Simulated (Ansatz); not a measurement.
# interstitial Cu in Al: hop to the nearest equivalent void, part 2 of 2

Wanted: the energy profile along the hop to the nearest equivalent void, from relaxed end points and a band of images. The host cell (fcc) has 32 atoms; the extra atom is the last.

Ansatz 0.2.0; DFT PBE+D3(BJ), plane waves, PAW, scalar-relativistic, no spin polarisation. Earlier steps stand in the parts before.

### Step 6. Nudged elastic band

crystal.atoms is end A as relaxed above, and neb.final_atoms is end B. With 3 inner images the band has 5 in all.

input.yaml

```yaml
crystal:
  lattice:
    - [8.1, 0.0, 0.0]
    - [0.0, 8.1, 0.0]
    - [0.0, 0.0, 8.1]
  atoms:
    - { symbol: Al, position: [0.49961232, -0.00975616, 5.57e-06] }
    - { symbol: Al, position: [0.70883644, 0.24982969, -1.371e-05] }
    - { symbol: Al, position: [0.74613841, -0.00352834, 0.25368649] }
    - { symbol: Al, position: [0.00018109, -0.03952263, -1.199e-05] }
    - { symbol: Al, position: [0.28936071, 0.24985363, -1.181e-05] }
    - { symbol: Al, position: [0.49962062, 0.50982438, 5.3e-06] }
    - { symbol: Al, position: [0.74016448, 0.75031033, 5.32e-06] }
    - { symbol: Al, position: [0.25372957, -0.00376245, 0.25391683] }
    - { symbol: Al, position: [0.49961601, 0.2501231, 0.25978778] }
    - { symbol: Al, position: [0.74634344, 0.50362186, 0.25348008] }
    - { symbol: Al, position: [0.49993787, -0.00274149, 0.5000006] }
    - { symbol: Al, position: [0.74016165, 0.25012233, 0.50001726] }
    - { symbol: Al, position: [0.74612606, -0.00354076, 0.74631623] }
    - { symbol: Al, position: [0.00020382, 0.54100236, -1.353e-05] }
    - { symbol: Al, position: [0.2597506, 0.75031717, 5.59e-06] }
    - { symbol: Al, position: [0.00019243, 0.24984161, 0.29030976] }
    - { symbol: Al, position: [0.25353894, 0.50387024, 0.25372993] }
    - { symbol: Al, position: [0.49994405, 0.75004498, 0.25287179] }
    - { symbol: Al, position: [-0.00015539, -0.00975764, 0.50001779] }
    - { symbol: Al, position: [0.25975013, 0.25012684, 0.50001784] }
    - { symbol: Al, position: [0.49994711, 0.50298554, 0.50000012] }
    - { symbol: Al, position: [0.74698759, 0.7500418, 0.50000008] }
    - { symbol: Al, position: [0.25374098, -0.00377376, 0.74608675] }
    - { symbol: Al, position: [0.49961525, 0.25012338, 0.74021044] }
    - { symbol: Al, position: [0.74633027, 0.50363504, 0.74652199] }
    - { symbol: Al, position: [-0.00015151, 0.75031421, 0.25978957] }
    - { symbol: Al, position: [-0.00015075, 0.5098288, 0.50001729] }
    - { symbol: Al, position: [0.25271312, 0.75005116, 0.50000064] }
    - { symbol: Al, position: [0.00019061, 0.24984309, 0.70978027] }
    - { symbol: Al, position: [0.25355122, 0.50388238, 0.74627292] }
    - { symbol: Al, position: [0.49994348, 0.75004544, 0.74713935] }
    - { symbol: Al, position: [-0.00015182, 0.75031483, 0.74020864] }
    - { symbol: Cu, position: [-0.00116981, 0.25096054, 5.959e-05] }
basis:
  ecutwfc: 420.0
kpoints:
  mp_grid: { grid: [2, 2, 2] }
hamiltonian:
  xc: pbe
  dispersion: d3bj
  pseudopotentials: { kind: paw, azcp: { folder: soft_1 } }
scf:
  occupations: { method: fermi_dirac, width: 0.05 }
  lower_state_search: "off"
neb:
  images: 3
  f_tol: 0.05
  initial_path: idpp
  max_iterations: 80
  final_atoms:
    - { symbol: Al, position: [0.50989479, 7.563e-05, 0.00018496] }
    - { symbol: Al, position: [0.75058709, 0.24016827, 0.00019177] }
    - { symbol: Al, position: [0.75009193, 1.75e-06, 0.25308799] }
    - { symbol: Al, position: [-0.00977018, 7.966e-05, 0.00020012] }
    - { symbol: Al, position: [0.24971195, 0.20978216, -0.00021545] }
    - { symbol: Al, position: [0.5417879, 0.4999379, -0.00025034] }
    - { symbol: Al, position: [0.75058193, 0.75982482, 0.00018914] }
    - { symbol: Al, position: [0.25023294, 7.601e-05, 0.25988587] }
    - { symbol: Al, position: [0.50361335, 0.24670971, 0.25355217] }
    - { symbol: Al, position: [0.75057149, 0.50002375, 0.25988316] }
    - { symbol: Al, position: [0.50313299, 1.37e-06, 0.50007413] }
    - { symbol: Al, position: [0.75010238, 0.24711924, 0.5000844] }
    - { symbol: Al, position: [0.75011426, 5.27e-06, 0.74728764] }
    - { symbol: Al, position: [-0.03905345, 0.49995129, -0.00019331] }
    - { symbol: Al, position: [0.24969924, 0.79061454, -0.00022552] }
    - { symbol: Al, position: [-0.00340458, 0.24634319, 0.25391764] }
    - { symbol: Al, position: [0.24967748, 0.49993917, 0.29148217] }
    - { symbol: Al, position: [0.5035545, 0.7533005, 0.25349343] }
    - { symbol: Al, position: [-0.00266181, 5.81e-06, 0.50009689] }
    - { symbol: Al, position: [0.25024005, 0.24016532, 0.50045892] }
    - { symbol: Al, position: [0.50989426, 0.50002339, 0.5004467] }
    - { symbol: Al, position: [0.75009802, 0.7529316, 0.50008093] }
    - { symbol: Al, position: [0.25024863, 7.931e-05, 0.74022516] }
    - { symbol: Al, position: [0.50390073, 0.24642132, 0.74661398] }
    - { symbol: Al, position: [0.75059256, 0.50002619, 0.74022123] }
    - { symbol: Al, position: [-0.00335271, 0.75367325, 0.25386581] }
    - { symbol: Al, position: [-0.00977754, 0.50002653, 0.5004628] }
    - { symbol: Al, position: [0.25023665, 0.75982752, 0.50045494] }
    - { symbol: Al, position: [-0.00365759, 0.24609517, 0.74628268] }
    - { symbol: Al, position: [0.24972979, 0.49994955, 0.71064386] }
    - { symbol: Al, position: [0.50384732, 0.75359374, 0.74666729] }
    - { symbol: Al, position: [-0.00361153, 0.75392652, 0.7463287] }
    - { symbol: Cu, position: [0.25172774, 0.50025552, 0.00134039] }
  order_check: true
```

Command:

```
$ ansatz run input.yaml --threads 2 --pin off --max-ram 5120MiB --backend cpu --events-out ev --progress --plain --runs-dir out
```

The log of the run, cut to the lines that bear on the results:

```text
Warning: neb: disabling space-group detection — the band's intermediate images generally break the endpoint symmetry, so no spatial operation reduces the k-mesh or symmetrises the density, except that a semilocal band can use its path's symmetry ahead of convergence; time reversal is [...]
Warning: RAYON_NUM_THREADS=2 ignored (pool sized by the plan → 2); use --threads N
[...]
Pseudopotentials: kind: paw
Pseudopotential: Al, paw, valence charge 3, recommended cutoff 420 eV (normal), <dir>
Pseudopotential: Cu, paw, valence charge 19, recommended cutoff 420 eV (normal), <dir>
Functional definition: PBE
[...]
parallel-image band execution: 2 concurrent image workers
NEB image 0
Crystal: 33 atoms, lattice volume = 531.441 Å³
Basis set: ecut = 420 eV, 10395 PW (Γ), exchange–correlation on 120×120×120 points (8 copies of the dense FFT grid, shifted against one another)
Bands: 91, of which v1, the nominal top of the filled ones, is band 58 counted from 1 (57 counted from 0)
Symmetry: 1 space group operations
k-points: 8
[...]
NEB iter   3: max|band force component| = 1.053e-1 eV/Å  barrier→ = 1.2692 eV  barrier← = 1.2691 eV  CI = image 2  Δτ_max = 0.0164 Å  (21 SCF iters)
[...]
NEB iter   5: max|band force component| = 4.071e-1 eV/Å  barrier→ = 1.2120 eV  barrier← = 1.2119 eV  CI = image 2  Δτ_max = 0.0397 Å  (21 SCF iters)
[...]
NEB iter   7: max|band force component| = 2.501e-1 eV/Å  barrier→ = 1.0292 eV  barrier← = 1.0291 eV  CI = image 2  Δτ_max = 0.1956 Å  (21 SCF iters)
[...]
NEB iter   9: max|band force component| = 9.519e-2 eV/Å  barrier→ = 0.9553 eV  barrier← = 0.9552 eV  CI = image 2  Δτ_max = 0.0230 Å  (20 SCF iters)
NEB iter  10: max|band force component| = 1.466e-2 eV/Å  barrier→ = 0.9510 eV  barrier← = 0.9509 eV  CI = image 2  Δτ_max = 0.0168 Å  (18 SCF iters)
NEB image 2
[...]
NEB image 1
NSCF: frozen V_eff on 8 k-points
NEB image 3
NSCF: frozen V_eff on 8 k-points
NEB image 2
NSCF: frozen V_eff on 8 k-points
the search or the solves at the SCF's close seem to have found levels that the self-consistency loop had missed (the run counts 1). By its estimate they hold under 1e-12 electrons; where the run keeps them, the occupations were computed again with them
NEB image 2, as the band closes
[...]
NEB point 1 about image 2
```

### Step 7. More of the same log: band between the two ends

Output, continued, cut to the lines that bear on the results:

```text
[...]
NEB point 2 about image 2
[...]
NEB point 3 about image 2
[...]
NEB point 4 about image 2
[...]
NEB point 5 about image 2
[...]
NEB point 6 about image 2
[...]
NEB point 7 about image 2
[...]
NEB point 8 about image 2
[...]
NEB point 9 about image 2
[...]
NEB point 10 about image 2
[...]
NEB point 11 about image 2
[...]
NEB point 12 about image 2
[...]
NEB point 13 about image 2
[...]
NEB point 14 about image 2
[...]
NEB point 15 about image 2
[...]
NEB point between images 0 and 1
[...]
NEB point between images 1 and 2
[...]
NEB point between images 2 and 3
[...]
NEB point between images 3 and 4
[...]
NEB point between images 0 and 1
[...]
NEB point between images 0 and 1
[...]
NEB point between images 1 and 2
[...]
NEB point between images 1 and 2
[...]
NEB point between images 2 and 3
[...]
NEB point between images 2 and 3
[...]
NEB point between images 3 and 4
[...]
    - { symbol: Al, position: [0.2537203745650768, -0.011959647869535878, 0.7141935458389761] }
    - { symbol: Al, position: [0.5032786911801421, 0.2452333293946585, 0.745434412324759] }
    - { symbol: Al, position: [0.7468277188011613, 0.5049448428707388, 0.7454480688507131] }
    - { symbol: Al, position: [-0.0034761090443558395, 0.7622557667989918, 0.28603375929651376] }
    - { symbol: Al, position: [-0.006323170067751975, 0.49289985794206204, 0.5000988504453626] }
    - { symbol: Al, position: [0.2557964902984356, 0.7339094197368057, 0.5001336657024275] }
    - { symbol: Al, position: [0.00577531518775598, 0.24652779067643435, 0.7473978575667417] }
    - { symbol: Al, position: [0.24432966658526847, 0.503732189690804, 0.7475667195757211] }
    - { symbol: Al, position: [0.4958557220560889, 0.745928154046175, 0.7408483537512921] }
    - { symbol: Al, position: [-0.003444964594891752, 0.7621949785956396, 0.7143313774055805] }
    - { symbol: Cu, position: [0.12474504168011824, 0.37485068358255025, 3.506637954348449e-7] }
```

It took 15 min on 2 threads of Arm Neoverse V2, shared host; peak memory 2 GiB.

### Step 8. What the band shows

Images 0 and 4 are the ends. Energies count from image 0; the path length is the program's own measure over all atoms.

| image | path (Å) | energy (eV) | Cu33 x y z (Å) | band force (eV/Å) |
| --- | --- | --- | --- | --- |
| 0 | 0.000 | 0.0000 | -0.01 2.03 0.00 | - |
| 1 | 1.183 | 0.4656 | 0.34 2.60 0.00 | 0.013 |
| 2* | 2.367 | 0.9507 | 1.01 3.04 0.00 | 0.010 |
| 3 | 3.569 | 0.4566 | 1.70 3.48 0.00 | 0.043 |
| 4 | 4.754 | 0.0001 | 2.04 4.05 0.01 | - |

The star marks the climbing image.

image, energy (eV) and a bar:
```
        0      0.000 
        1      0.466 ###############
        2      0.951 ##############################
        3      0.457 ##############
        4      0.000
```

How the highest energy settled:

```csv
iteration,highest image above image 0 (eV),largest band force (eV/Å)
1,2.6527,2.936
2,1.3599,0.925
3,1.2692,0.105
4,1.2645,0.049
5,1.2120,0.407
6,1.1858,0.236
7,1.0292,0.250
8,0.9704,0.203
9,0.9553,0.095
10,0.9510,0.015
11,0.9507,0.043
```

Positions of all images (Å):

```xyz
33
Lattice="8.100 0.000 0.000 0.000 8.100 0.000 0.000 0.000 8.100" Properties=species:S:1:pos:R:3 pbc="T T T" image=0 dE=0.0000
Al    4.047   -0.079    0.000
Al    5.742    2.024    0.000
Al    6.044   -0.029    2.055
Al    0.001   -0.320    0.000
Al    2.344    2.024    0.000
Al    4.047    4.130    0.000
Al    5.995    6.078    0.000
Al    2.055   -0.030    2.057
Al    4.047    2.026    2.104
Al    6.045    4.079    2.053
Al    4.049   -0.022    4.050
Al    5.995    2.026    4.050
Al    6.044   -0.029    6.045
Al    0.002    4.382    0.000
Al    2.104    6.078    0.000
Al    0.002    2.024    2.352
Al    2.054    4.081    2.055
Al    4.050    6.075    2.048
Al   -0.001   -0.079    4.050
Al    2.104    2.026    4.050
Al    4.050    4.074    4.050
Al    6.051    6.075    4.050
Al    2.055   -0.031    6.043
Al    4.047    2.026    5.996
Al    6.045    4.079    6.047
Al   -0.001    6.078    2.104
Al   -0.001    4.130    4.050
Al    2.047    6.075    4.050
Al    0.002    2.024    5.749
Al    2.054    4.081    6.045
Al    4.050    6.075    6.052
Al   -0.001    6.078    5.996
Cu   -0.009    2.033    0.000
33
Lattice="8.100 0.000 0.000 0.000 8.100 0.000 0.000 0.000 8.100" Properties=species:S:1:pos:R:3 pbc="T T T" image=1 dE=0.4656
Al    4.306   -0.038    0.000
Al    6.033    2.086    0.000
Al    6.067   -0.025    2.076
Al   -0.066   -0.118    0.001
Al    2.373    1.573    0.001
Al    3.984    3.972    0.000
Al    5.835    6.018    0.000
Al    2.080   -0.072    2.199
Al    4.085    2.003    2.072
Al    6.051    4.083    2.068
Al    4.097   -0.022    4.050
Al    6.011    2.030    4.050
Al    6.067   -0.025    6.024
Al   -0.017    4.862    0.001
Al    2.218    6.274    0.001
Al   -0.030    1.972    2.252
Al    1.947    4.012    1.935
Al    4.023    6.031    2.078
Al   -0.016    0.008    4.051
Al    2.085    2.055    4.050
Al    4.042    4.039    4.050
Al    6.021    6.080    4.051
Al    2.081   -0.071    5.903
Al    4.086    2.003    6.029
Al    6.051    4.083    6.033
Al   -0.012    6.164    2.225
Al   -0.036    4.052    4.050
Al    2.057    5.956    4.051
Al   -0.030    1.972    5.848
Al    1.947    4.011    6.166
Al    4.023    6.031    6.023
Al   -0.012    6.164    5.877
Cu    0.337    2.599    0.000
33
Lattice="8.100 0.000 0.000 0.000 8.100 0.000 0.000 0.000 8.100" Properties=species:S:1:pos:R:3 pbc="T T T" image=2 dE=0.9507
Al    4.468    0.110    0.001
Al    6.260    2.210    0.001
Al    6.109    0.035    2.100
Al   -0.226   -0.274    0.001
Al    2.163    1.080    0.002
Al    3.865    3.866    0.001
Al    5.657    5.964    0.000
Al    2.055   -0.097    2.317
Al    4.077    1.986    2.063
Al    6.050    4.090    2.063
Al    4.129   -0.021    4.051
Al    6.044    2.054    4.051
Al    6.110    0.034    6.001
Al   -0.138    4.996    0.002
Al    2.251    6.348    0.001
Al    0.047    1.997    2.047
Al    1.978    4.081    2.046
Al    4.017    6.043    2.101
Al   -0.046    0.132    4.051
Al    2.077    2.085    4.051
Al    4.081    4.023    4.051
Al    5.998    6.097    4.051
Al    2.055   -0.097    5.785
Al    4.077    1.986    6.038
Al    6.049    4.090    6.038
Al   -0.028    6.174    2.317
Al   -0.051    3.992    4.051
Al    2.072    5.945    4.051
Al    0.047    1.997    6.054
Al    1.979    4.080    6.055
Al    4.016    6.042    6.001
Al   -0.028    6.174    5.786
Cu    1.010    3.036    0.000
33
Lattice="8.100 0.000 0.000 0.000 8.100 0.000 0.000 0.000 8.100" Properties=species:S:1:pos:R:3 pbc="T T T" image=3 dE=0.4566
Al    4.291    0.056    0.001
Al    6.140    2.104    0.001
Al    6.102    0.046    2.079
Al   -0.194   -0.194    0.002
Al    2.042    1.212    0.001
Al    4.096    3.994    0.001
Al    5.826    6.114    0.001
Al    2.037   -0.088    2.226
Al    4.073    1.994    2.066
Al    6.040    4.073    2.074
Al    4.105   -0.002    4.051
Al    6.084    2.038    4.051
Al    6.103    0.045    6.024
Al   -0.348    4.491    0.003
Al    2.089    6.194    0.001
Al    0.078    2.065    1.936
Al    2.053    4.107    2.253
Al    4.060    6.103    2.077
Al   -0.032    0.119    4.051
Al    2.060    2.025    4.051
Al    4.114    4.047    4.051
Al    6.030    6.099    4.052
Al    2.038   -0.087    5.876
Al    4.074    1.994    6.035
Al    6.041    4.073    6.029
Al   -0.056    6.148    2.196
Al   -0.060    4.023    4.051
Al    2.041    6.069    4.052
Al    0.078    2.064    6.166
Al    2.055    4.105    5.849
Al    4.060    6.102    6.026
Al   -0.055    6.147    5.908
Cu    1.697    3.478    0.002
33
Lattice="8.100 0.000 0.000 0.000 8.100 0.000 0.000 0.000 8.100" Properties=species:S:1:pos:R:3 pbc="T T T" image=4 dE=0.0001
Al    4.130    0.001    0.001
Al    6.080    1.945    0.002
Al    6.076    0.000    2.050
Al   -0.079    0.001    0.002
Al    2.023    1.699   -0.002
Al    4.388    4.049   -0.002
Al    6.080    6.155    0.002
Al    2.027    0.001    2.105
Al    4.079    1.998    2.054
Al    6.080    4.050    2.105
Al    4.075    0.000    4.051
Al    6.076    2.002    4.051
Al    6.076    0.000    6.053
Al   -0.316    4.050   -0.002
Al    2.023    6.404   -0.002
Al   -0.028    1.995    2.057
Al    2.022    4.050    2.361
Al    4.079    6.102    2.053
Al   -0.022    0.000    4.051
Al    2.027    1.945    4.054
Al    4.130    4.050    4.054
Al    6.076    6.099    4.051
Al    2.027    0.001    5.996
Al    4.082    1.996    6.048
Al    6.080    4.050    5.996
Al   -0.027    6.105    2.056
Al   -0.079    4.050    4.054
Al    2.027    6.155    4.054
Al   -0.030    1.993    6.045
Al    2.023    4.050    5.756
Al    4.081    6.104    6.048
Al   -0.029    6.107    6.045
Cu    2.039    4.052    0.011
```

### Step 9. What came out

This closing draws on all 2 parts.

| quantity | value |
| --- | --- |
| end A | 3 moves, 4.233 eV lower |
| end B | 3 moves, 4.298 eV lower |
| barrier forwards | 0.95 eV |
| barrier backwards | 0.95 eV |
| second end relative to first | 0.000 eV |
| highest image | 2 of 0 to 4, climbing |
| band iterations | 11 |
| lowest curvatures at the top | -0.62 and 0.47 eV/Å² |

The top lies 0.95 eV above the first end, or 37 kT at room temperature; with a typical attempt rate of 10^13 per second that is roughly 10^-3 events a second. The ends differ by 1 meV at most. One curvature at the top is negative and the next is not: a first-order saddle point. The value is not shown to be converged in cell size (33 atoms) or k-mesh.
